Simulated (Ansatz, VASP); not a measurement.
# In3Ga13O24 (Ga1.6In0.4O3, monoclinic beta-Ga2O3 type): VASP beside Ansatz

One calculation is typed for both programs; each brings its own data sets. How far apart do they land? The cell is invented: As first built, before any earlier steps moved the atoms (in the runner's words): 1x2x2 conventional cells of the Ga2O3 type (80 atoms: 48 O, 26 Ga, 6 In); Ga/In share their sites, the best of 600 random draws by like-pair counts in two shells; start lattice of Ga2O3; atoms moved at random by 0.02 A. It may not be a known or stable phase. The structure shown is the end of the Ansatz relaxation below.

Calculated with Ansatz 0.2.0; plane waves, with VASP 6.6.1 beside it; single point at PBE.

## 1. The structure

The cell holds 80 atoms: 48 O, 26 Ga and 6 In. Cell: a = 12.635 Å, b = 6.298 Å, c = 11.999 Å, α = 90.0°, β = 103.7°, γ = 90.0°. It derives from Ga2O3 (Ga2O3 type, space group 12), repeated 1×2×2. As first built, before any earlier steps moved the atoms (in the runner's words): 1x2x2 conventional cells of the Ga2O3 type (80 atoms: 48 O, 26 Ga, 6 In); Ga/In share their sites, the best of 600 random draws by like-pair counts in two shells; start lattice of Ga2O3; atoms moved at random by 0.02 A.

## 2. Ansatz: relaxation, PBE

Ansatz runs on its default PAW (the set named soft_2) files.

This run makes the geometry at which the two programs are then compared.

Contents of input.yaml:

```yaml
crystal:
  lattice:
    - [12.214, 0.0, 0.0]
    - [0.0, 6.0742, 0.0]
    - [-2.77198, 0.0, 11.26002]
  atoms:
    - { symbol: O, position: [0.16584, 0.99995, 0.0527] }
    - { symbol: O, position: [0.33588, 0.24764, 0.44567] }
    - { symbol: O, position: [0.17377, 0.99586, 0.28297] }
    - { symbol: O, position: [0.32776, 0.25311, 0.21858] }
    - { symbol: O, position: [0.49516, 0.00381, 0.1284] }
    - { symbol: O, position: [0.00495, 0.24982, 0.36981] }
    - { symbol: O, position: [0.66347, 0.24572, 0.05327] }
    - { symbol: O, position: [0.83571, 0.99797, 0.44911] }
    - { symbol: O, position: [0.67195, 0.24868, 0.28232] }
    - { symbol: O, position: [0.83028, 0.00022, 0.21943] }
    - { symbol: O, position: [0.99527, 0.247, 0.12718] }
    - { symbol: O, position: [0.50559, 0.99965, 0.37175] }
    - { symbol: O, position: [0.16509, 0.00413, 0.55771] }
    - { symbol: O, position: [0.33542, 0.24837, 0.94442] }
    - { symbol: O, position: [0.17115, 0.99905, 0.78265] }
    - { symbol: O, position: [0.32761, 0.24811, 0.71837] }
    - { symbol: O, position: [0.49564, 0.00013, 0.63007] }
    - { symbol: O, position: [0.00437, 0.24759, 0.87099] }
    - { symbol: O, position: [0.66325, 0.25039, 0.55431] }
    - { symbol: O, position: [0.83361, 0.99805, 0.94633] }
    - { symbol: O, position: [0.67158, 0.24666, 0.7821] }
    - { symbol: O, position: [0.82967, 0.001, 0.71691] }
    - { symbol: O, position: [0.99597, 0.25157, 0.63092] }
    - { symbol: O, position: [0.50636, 0.99664, 0.87082] }
    - { symbol: O, position: [0.16436, 0.50001, 0.056] }
    - { symbol: O, position: [0.33666, 0.74963, 0.44775] }
    - { symbol: O, position: [0.17344, 0.49525, 0.28162] }
    - { symbol: O, position: [0.32668, 0.74939, 0.22167] }
    - { symbol: O, position: [0.49677, 0.49575, 0.12856] }
    - { symbol: O, position: [0.00521, 0.74859, 0.37323] }
    - { symbol: O, position: [0.66349, 0.75225, 0.05389] }
    - { symbol: O, position: [0.8336, 0.50279, 0.44248] }
    - { symbol: O, position: [0.6758, 0.74952, 0.27799] }
    - { symbol: O, position: [0.82382, 0.49707, 0.21449] }
    - { symbol: O, position: [0.9981, 0.75869, 0.12707] }
    - { symbol: O, position: [0.50472, 0.50662, 0.37091] }
    - { symbol: O, position: [0.16494, 0.50321, 0.55203] }
    - { symbol: O, position: [0.33605, 0.75367, 0.94532] }
    - { symbol: O, position: [0.17417, 0.50405, 0.78398] }
    - { symbol: O, position: [0.32648, 0.74371, 0.71783] }
    - { symbol: O, position: [0.4959, 0.50011, 0.62863] }
    - { symbol: O, position: [0.0024, 0.75013, 0.86915] }
    - { symbol: O, position: [0.66804, 0.74891, 0.55411] }
    - { symbol: O, position: [0.83783, 0.49952, 0.94546] }
    - { symbol: O, position: [0.67693, 0.74706, 0.78168] }
    - { symbol: O, position: [0.82697, 0.50297, 0.71709] }
    - { symbol: O, position: [0.99546, 0.74442, 0.62984] }
    - { symbol: O, position: [0.50362, 0.49823, 0.87223] }
    - { symbol: Ga, position: [0.41055, 0.24753, 0.09931] }
    - { symbol: Ga, position: [0.15714, 0.25173, 0.15739] }
    - { symbol: Ga, position: [0.58901, 0.25105, 0.39661] }
    - { symbol: Ga, position: [0.90897, 0.99722, 0.10024] }
    - { symbol: Ga, position: [0.65897, 0.00149, 0.15699] }
    - { symbol: Ga, position: [0.83908, 0.25208, 0.34475] }
    - { symbol: Ga, position: [0.08947, 0.99953, 0.8971] }
    - { symbol: Ga, position: [0.40929, 0.2499, 0.60436] }
    - { symbol: Ga, position: [0.15941, 0.24407, 0.65643] }
    - { symbol: Ga, position: [0.33997, 0.99628, 0.8385] }
    - { symbol: Ga, position: [0.91102, 0.00122, 0.6034] }
    - { symbol: Ga, position: [0.65882, 0.00403, 0.65997] }
    - { symbol: Ga, position: [0.09309, 0.50226, 0.40016] }
    - { symbol: Ga, position: [0.40933, 0.75195, 0.10052] }
    - { symbol: Ga, position: [0.15843, 0.75335, 0.15861] }
    - { symbol: Ga, position: [0.34173, 0.49981, 0.34] }
    - { symbol: Ga, position: [0.589, 0.75277, 0.39444] }
    - { symbol: Ga, position: [0.90982, 0.49749, 0.10174] }
    - { symbol: Ga, position: [0.65683, 0.50431, 0.1573] }
    - { symbol: Ga, position: [0.84101, 0.75809, 0.34174] }
    - { symbol: Ga, position: [0.09098, 0.50234, 0.89768] }
    - { symbol: Ga, position: [0.40945, 0.74531, 0.60147] }
    - { symbol: Ga, position: [0.15753, 0.74633, 0.65754] }
    - { symbol: Ga, position: [0.33927, 0.50319, 0.84463] }
    - { symbol: Ga, position: [0.9093, 0.50019, 0.60337] }
    - { symbol: Ga, position: [0.83996, 0.74931, 0.84498] }
    - { symbol: In, position: [0.0905, 0.00469, 0.39848] }
    - { symbol: In, position: [0.34121, 0.99891, 0.3446] }
    - { symbol: In, position: [0.58939, 0.25289, 0.89338] }
    - { symbol: In, position: [0.84077, 0.24482, 0.84371] }
    - { symbol: In, position: [0.58999, 0.75396, 0.89571] }
    - { symbol: In, position: [0.66064, 0.50348, 0.65578] }
kpoints:
  mp_grid: { grid: [2, 4, 2], shift: [0.5, 0.5, 0.5] }
hamiltonian:
  xc: pbe
scf:
  occupations: { method: fermi_dirac, width: 0.01 }
output:
  forces: true
  stress: true
relax:
  f_tol: 0.02
  max_steps: 45
  cell: { stress_tol: 0.1 }
```

The run is started by

```console
> ansatz run input.yaml --threads 32 --pin off --max-ram 143360MiB --backend cuda --events-out ev --progress --plain --runs-dir out
```

Numbers of over 12 decimals in the logs are rounded to 6 here.

The log of the run:

```text
The last accepted step is kept in <dir> (removed where the run ends without a failure and the disk answers)
Engine: ansatz 0.2.0, aarch64-unknown-linux-gnu
Pseudopotentials: kind: paw
Pseudopotential: O, paw, valence charge 6, recommended cutoff 420 eV (normal), O.paw.azcp
Pseudopotential: Ga, paw, valence charge 13, recommended cutoff 420 eV (normal), Ga.paw.azcp
Pseudopotential: In, paw, valence charge 13, recommended cutoff 420 eV (normal), In.paw.azcp
Functional definition: PBE
  parameter kappa = 0.804
  parameter beta = 0.066725
  exchange = pbe_x(kappa = kappa, mu = beta*pi^2/3)
  correlation = pbe_c(beta = beta)
device memory: the entry about to start is reckoned to put 24.7 GiB on a device that reports 182.5 GiB free
GPU FFT provider: cuFFT
GPU libraries: cuBLAS 13.8.1, cuFFT 12.4.0, cuSOLVER 12.3.2
GPU matrix products: emulated (plane waves: as basis.precision tells), large ones in fixed point in workspaces of 1.00 GiB
Crystal: 80 atoms, lattice volume = 835.384 Å³
Basis set: ecut = 420 eV, 16313 PW (Γ), exchange–correlation on 180×90×160 points (8 copies of the dense FFT grid, shifted against one another)
Bands: 432, of which v1, the nominal top of the filled ones, is band 352 counted from 1 (351 counted from 0)
Symmetry: 1 space group operations
Space group: P1 (ITA 1), of the structure as read, at distance tolerance 9.4e-5 Å
k-points: 8 of 16 (time reversal used)
Non-local potential: O, projectors of the file, l = 0: 2, l = 1: 2, l = 2: 1
Non-local potential: Ga, projectors of the file, l = 0: 2, l = 1: 2, l = 2: 3, l = 3: 1
Non-local potential: In, projectors of the file, l = 0: 2, l = 1: 2, l = 2: 2, l = 3: 2
PAW form: soft (Blöchl's): semilocal exchange-correlation on the pseudo side does not see the compensation charge
PAW one-centre angular grid: O, 110 points (default); XC on 64 Gauss nodes
PAW one-centre angular grid: Ga, 590 points (default); XC on 64 Gauss nodes
PAW one-centre angular grid: In, 590 points (default); XC on 64 Gauss nodes
Initial density: superposition of atomic densities (neutral atoms: chi_scale 0, normalization atom), corrected by the library's trained network
Initial wavefunctions: pseudopotential atomic-orbital guess
GPU buffer pool allocated for 324000 grid points (all kernels)
GPU transforms: local potential and band sums: pruned to the plane-wave sphere, on 81×45×80
Functional: x = pbe(κ = 0.804, μ = 0.219515), c = pbe(β = 0.066725)
SCF iter   1: F=—  HF=-159188.883991 eV  |F-HF|=—  |Δ(HF+E_count)|=         —  Δρ=1.69e-3  dr2=2.77e-2  ethr=1.77e-3  ⟨swp⟩=6.0  Hψ=12915  notcnv=0  defer=29
preconditioner: auto → Resta (q_TF=auto, 2.652 Å⁻¹)  ε∞=4.6  [insulator: Δε(μ)=3.015 eV  Ē_g=17.896 eV  σ=0.010 eV  W_gap=1.00  n_scr=268 (ndim 8)  ℏωp=34.1 eV  f_vac=0.011  D(μ)=0.00/eV (n_scr^D=0)  ε∞_Penn≈4.6]
SCF iter   2: F=—  HF=-159188.888843 eV  |F-HF|=—  |Δ(HF+E_count)|=   4.85e-3  Δρ=8.59e-4  dr2=6.99e-3  ethr=3.93e-6  ⟨swp⟩=2.0  Hψ=6824  notcnv=0  defer=608
SCF iter   3: F=—  HF=-159188.892816 eV  |F-HF|=—  |Δ(HF+E_count)|=   3.97e-3  Δρ=3.42e-4  dr2=1.19e-3  ethr=9.92e-7  ⟨swp⟩=2.0  Hψ=4274  notcnv=0  defer=608
SCF iter   4: F=—  HF=-159188.890955 eV  |F-HF|=—  |Δ(HF+E_count)|=   1.86e-3  Δρ=1.11e-4  dr2=1.03e-4  ethr=1.70e-7  ⟨swp⟩=2.0  Hψ=5579  notcnv=0  defer=608
SCF iter   5: F=—  HF=-159188.893589 eV  |F-HF|=—  |Δ(HF+E_count)|=   2.63e-3  Δρ=4.25e-5  dr2=1.40e-5  ethr=1.46e-8  ⟨swp⟩=2.1  Hψ=5383  notcnv=0  defer=608
SCF iter   6: F=—  HF=-159188.893854 eV  |F-HF|=—  |Δ(HF+E_count)|=   2.65e-4  Δρ=1.95e-5  dr2=2.62e-6  ethr=1.98e-9  ⟨swp⟩=2.0  Hψ=5740  notcnv=0  defer=608
SCF iter   7: F=—  HF=-159188.893854 eV  |F-HF|=—  |Δ(HF+E_count)|=   1.95e-7  Δρ=7.14e-6  dr2=3.70e-7  ethr=3.72e-10  ⟨swp⟩=2.0  Hψ=5656  notcnv=0  defer=608
SCF iter   8: F=-159188.893854 eV  HF=-159188.893854 eV  |F-HF|=2.56e-9  |Δ(HF+E_count)|=   1.65e-7  Δρ=2.43e-6  dr2=4.75e-8  ethr=1.42e-11  ⟨swp⟩=4.0  Hψ=10922  notcnv=0
SCF 1 converged in 8 iterations: F = -159188.893854 eV  dr2 = 4.75e-8
  greatest PAW one-centre occupation: 0.998 electrons in one spin orbital (limit 2), on the Ga atom at site 71 (counted from 0), in its partial waves of l = 2
relax step   1: F+E_penalty+E_count = -159188.89385419 eV  Δ(F+E_penalty+E_count) = +0.000e0 eV  max|allowed force component| = 7.734e0 eV/Å  Δτ_max = 0.0000 Å  P = +26.573 GPa  Ω = 835.384 Å³  (8 SCF iters, dr2 threshold 1.00e-7 eV, accepted)
[...]
relax step   5: F+E_penalty+E_count = -159202.07229847 eV  Δ(F+E_penalty+E_count) = -1.054e-1 eV  max|allowed force component| = 4.305e-2 eV/Å  Δτ_max = 0.1655 Å  P = +0.034 GPa  Ω = 920.648 Å³  energy of the carried Pulay correction = -3.976e-1 eV  (7 SCF iters, dr2 threshold 8.00e-6 eV, accepted)
[...]
relax step   6: F+E_penalty+E_count = -159202.07248997 eV  Δ(F+E_penalty+E_count) = -1.915e-4 eV  max|allowed force component| = 9.315e-3 eV/Å  Δτ_max = 0.0122 Å  P = +0.007 GPa  Ω = 921.014 Å³  energy of the carried Pulay correction = -3.992e-1 eV  (7 SCF iters, dr2 threshold 1.16e-7 eV, accepted)
[...]
relax step   7: F+E_penalty+E_count = -159202.72633459 eV  Δ(F+E_penalty+E_count) = -6.538e-1 eV  max|allowed force component| = 1.517e-2 eV/Å  Δτ_max = 0.0000 Å  P = +1.047 GPa  Ω = 921.014 Å³  stress off target by 1.06e0 GPa  SCF on the basis re-selected at this cell (its energy is not comparable with the rows above)  (8 SCF iters)
[...]
relax step   8: F+E_penalty+E_count = -159202.71987028 eV  Δ(F+E_penalty+E_count) = +6.464e-3 eV  max|allowed force component| = 1.488e-2 eV/Å  Δτ_max = 0.0168 Å  P = +0.083 GPa  Ω = 926.983 Å³  energy of the carried Pulay correction = -2.708e-2 eV  (6 SCF iters, dr2 threshold 2.83e-6 eV, accepted)
[...]
relax step   9: F+E_penalty+E_count = -159202.71777633 eV  Δ(F+E_penalty+E_count) = +2.094e-3 eV  max|allowed force component| = 1.598e-2 eV/Å  Δτ_max = 0.0050 Å  P = +0.006 GPa  Ω = 927.512 Å³  energy of the carried Pulay correction = -2.953e-2 eV  (7 SCF iters, dr2 threshold 3.65e-8 eV, accepted)
[...]
relax step  10: F+E_penalty+E_count = -159202.74883159 eV  Δ(F+E_penalty+E_count) = -3.106e-2 eV  max|allowed force component| = 1.624e-2 eV/Å  Δτ_max = 0.0000 Å  P = +0.023 GPa  Ω = 927.512 Å³  stress off target by 3.83e-2 GPa  SCF on the basis re-selected at this cell (its energy is not comparable with the rows above)  (5 SCF iters)
basis re-selected at this cell: Δ(F+E_penalty+E_count) = -3.106e-2 eV, ΔP = +0.017 GPa vs the last step (what re-selecting the basis moved, of the pressure what is left beyond the Pulay correction that the steps carried, after the strain that the cell walked since its last selection, with what the two solves' SCF thresholds leave and, on support functions, any second-order correction that the steps lacked; it is no m [...]
SCF converged after 5 iterations
Free energy (F): -159202.748832 eV
Harris-Foulkes:  -159202.748832 eV  (|F-HF|=6.24e-8)
Internal energy: -159202.748832 eV  (E = F + TS)
E sigma→0 (E₀):  -159202.748832 eV
Fermi energy:    8.626416 eV
--- Per-component energies (eV) ---
  E_band       = -1126.966339
  E_kinetic    = 12876.898201
  E_local      = -70725.395386  (includes V_loc(G=0)·N_el)
  E_nonlocal   = 15789.662169
  E_hartree    = 31086.462293
  E_xc         = -6560.505324
  E_vxc        = -6546.417786  (∫ρ·V_xc dr)
  E_paw        = -84508.762694  (= ΣΔE_a)
  E_vpaw       = -14694.751356  (= ΣTr[D̂ρ^β])
  E_aug_tail   = 0.115291  (compensation charges beyond the density's cutoff)
  E_ewald      = -57161.223380
  E_smearing   = -0.000000  (= −TS)
  E_closure    = 0.000000  (closes the sum)
  Σ components = -159202.748832   (vs F -159202.748832, Δ=0.00e0)
--- Forces (eV/Å), atoms counted from 1 ---
  [... one line an atom ...]
  max |Σ_I F_I| component: 1.45e-5 eV/Å
--- Stress (GPa, compression-positive) ---
        0.037274       0.001679      -0.005187
        0.001679       0.031841       0.001691
       -0.005187       0.001691       0.000294
  P = ⅓ Tr σ = 0.0231 GPa (0.231 kbar)
--- Band table (eV; the first three rows and the last of 8) ---
--- Relaxed structure (8 steps of the walk, 8 accepted, 2 SCFs on fresh bases) ---
  F+E_penalty+E_count = -159202.74883159 eV   max|allowed force component| = 1.624e-2 eV/Å   (the final SCF, on the basis selected at the relaxed cell)
  cell:  # Å, volume = 927.5121 Å³
    - [12.634993, 0.00454341, 0.00855746]
    - [0.0022595, 6.298189, 0.000236322]
    - [-2.859636, -0.000593049, 11.653510]
  atoms:
    [... one line an atom ...]
```

[end of part 1 of 2]

[Lines on the potential files, build, host, timing and source positions are cut from VASP's logs without a mark.]

[Logs are printed without paths, hosts, clocks, repeated set-up lines and the standing remarks that a program may print on its own settings, such as how far it seeks lower states.]

[Hosts, paths, dates, database ids (printed as entryN), source tags and the programs' standing remarks are cut or masked in the printed files.]
